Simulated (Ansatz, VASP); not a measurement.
Two plane-wave programs on SiC

```
Si C
1.0
     1.58628    0.00000    0.00000
    -0.79314    1.37376    0.00000
     0.00000    0.00000   12.85355
Si C
1 1
Direct
  0.66667 0.33333 0.00000
  0.33333 0.66667 0.00000
```

Alike in both runs: task relaxation of cell and atoms; functional PBE; k mesh 12 × 12 × 2; occupations gaussian, width 0.1 eV; no spin polarisation.

|  | VASP | Ansatz |
| --- | --- | --- |
| version | VASP 6.6.1 | Ansatz 0.2.0 |
| potentials or method | VASP PAW PBE potentials, release 64 (Si, C) | scalar-relativistic, plane waves, PAW |
| plane-wave cutoff (eV) | 600 | 420 |
| valence electrons in the cell | 8 | 8 |

Ansatz gave:

```
gap on the k mesh at the Fermi level, each at its own relaxed structure (eV) : 2.39
relaxed volume (Å³/atom)                                                     : 23.58
relaxed cell length with the largest relative difference (Å)                 : 5.684
energy change over the relaxation (meV/atom)                                 : -70417
```

Problem. Estimate VASP's values.

Solution. gap on the k mesh at the Fermi level, each at its own relaxed structure (eV): 2.62; relaxed volume (Å³/atom): 20.97; relaxed cell length with the largest relative difference (Å): 5.324; energy change over the relaxation (meV/atom): -68529.

One of these differences is far larger than is usual between the two programs; its cause wasn't traced.

Caveats: the volume moved by over 15 % at a fixed basis, so the end points are rough (VASP). PBE gaps usually lie below the measured ones, often by a third to a half.
